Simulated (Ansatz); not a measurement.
**CdSe (F-43m): how far a G0W0 gap depends on its settings**

Aim: test how the G0W0 gap of CdSe built on the database structure prototype moves with the number of bands, the screening cutoff and the other choices.

Program: Ansatz 0.2.0. G0W0, plane waves. Spin-unpolarised throughout; all numbers are computed.

**1. The cell**

The cell was relaxed beforehand with r2SCAN.

It is cubic, F-43m (No. 216); a = 6.136 Å in the conventional setting, 28.87 Å³ an atom. Cd has 4 Se at 2.66 Å; Se has 4 Cd at 2.66 Å.

As a file:

Space group F-43m (No. 216). a = 6.136 Å, b = 6.136 Å, c = 6.136 Å, α = 90.00°, β = 90.00°, γ = 90.00°
```
atom  site  symmetry       x       y       z
  Cd    4a      -43m  0.0000  0.0000  0.0000
  Se    4c      -43m  0.2500  0.2500  0.2500
```

**2. 172 empty bands, 120 eV**

Contents of input.yaml:

```yaml
crystal:
  lattice:
    - [0.0, 3.0678017003, 3.0678017003]
    - [3.0678017003, 0.0, 3.0678017003]
    - [3.0678017003, 3.0678017003, 0.0]
  atoms:
    - { symbol: Cd, position: [0.0, 0.0, 0.0] }
    - { symbol: Se, position: [0.75, 0.75, 0.75] }
kpoints:
  mp_grid: { grid: [6, 6, 6] }
hamiltonian:
  xc: pbe
scf:
  occupations: { method: fixed }
gw:
  n_empty_bands: 172
  ecut_chi: 120
  qp_bands: [v2, c2]
  qp_kpoints: band_edges
  screening: { model: contour_deformation }
```

**3. 427 empty bands, 220 eV**

Edit input.yaml of step 2 so:

```diff
@@ -15,4 +15,4 @@
 gw:
-  n_empty_bands: 172
-  ecut_chi: 120
+  n_empty_bands: 427
+  ecut_chi: 220
   qp_bands: [v2, c2]
```

**4. 786 empty bands, 300 eV**

Edit input.yaml of step 3 so:

```diff
@@ -15,4 +15,4 @@
 gw:
-  n_empty_bands: 427
-  ecut_chi: 220
+  n_empty_bands: 786
+  ecut_chi: 300
   qp_bands: [v2, c2]
```

**5. Starting from HSE06**

Edit input.yaml of step 4 so:

```diff
@@ -11,3 +11,3 @@
 hamiltonian:
-  xc: pbe
+  xc: hse06
 scf:
@@ -15,4 +15,4 @@
 gw:
-  n_empty_bands: 786
-  ecut_chi: 300
+  n_empty_bands: 427
+  ecut_chi: 220
   qp_bands: [v2, c2]
```

**6. Starting from r2SCAN**

Edit input.yaml of step 5 so:

```diff
@@ -11,3 +11,3 @@
 hamiltonian:
-  xc: hse06
+  xc: r2scan
 scf:
```

**7. Starting from PBE0**

Edit input.yaml of step 6 so:

```diff
@@ -11,3 +11,3 @@
 hamiltonian:
-  xc: r2scan
+  xc: pbe0
 scf:
```

**8. A plasmon pole in place of the full frequency dependence**

Edit input.yaml of step 7 so:

```diff
@@ -11,3 +11,3 @@
 hamiltonian:
-  xc: pbe0
+  xc: pbe
 scf:
@@ -19,2 +19,2 @@
   qp_kpoints: band_edges
-  screening: { model: contour_deformation }
+  screening: { model: godby_needs }
```

**9. A finer mesh, 8×8×8**

Edit input.yaml of step 8 so:

```diff
@@ -9,3 +9,3 @@
 kpoints:
-  mp_grid: { grid: [6, 6, 6] }
+  mp_grid: { grid: [8, 8, 8] }
 hamiltonian:
@@ -15,6 +15,6 @@
 gw:
-  n_empty_bands: 427
-  ecut_chi: 220
+  n_empty_bands: 93
+  ecut_chi: 80
   qp_bands: [v2, c2]
   qp_kpoints: band_edges
-  screening: { model: godby_needs }
+  screening: { model: contour_deformation }
```

**10. Norm-conserving pseudopotentials**

Edit input.yaml of step 9 so:

```diff
@@ -9,5 +9,6 @@
 kpoints:
-  mp_grid: { grid: [8, 8, 8] }
+  mp_grid: { grid: [6, 6, 6] }
 hamiltonian:
   xc: pbe
+  pseudopotentials: { kind: nc }
 scf:
@@ -15,4 +16,4 @@
 gw:
-  n_empty_bands: 93
-  ecut_chi: 80
+  n_empty_bands: 427
+  ecut_chi: 220
   qp_bands: [v2, c2]
```

**Question.** What will these runs give? Wanted: for each run, start; potentials; frequencies; empty bands; cutoff; Kohn-Sham gap; G0W0 gap.

The runs gave:

```
 start  potentials  frequencies  empty bands  cutoff (eV)   mesh  Kohn-Sham gap (eV)  G0W0 gap (eV)
   PBE         PAW         full          172          120  6×6×6                0.55           1.13
 HSE06         PAW         full          427          220  6×6×6                1.48           1.83
r2SCAN         PAW         full          427          220  6×6×6                1.04           1.54
  PBE0         PAW         full          427          220  6×6×6                2.08           2.03
   PBE         PAW         pole          427          220  6×6×6                0.55           1.29
   PBE         PAW         full           93           80  8×8×8                0.56           1.16
```

Gaps are those on each run's own mesh. Runs that failed or were set aside have no row.
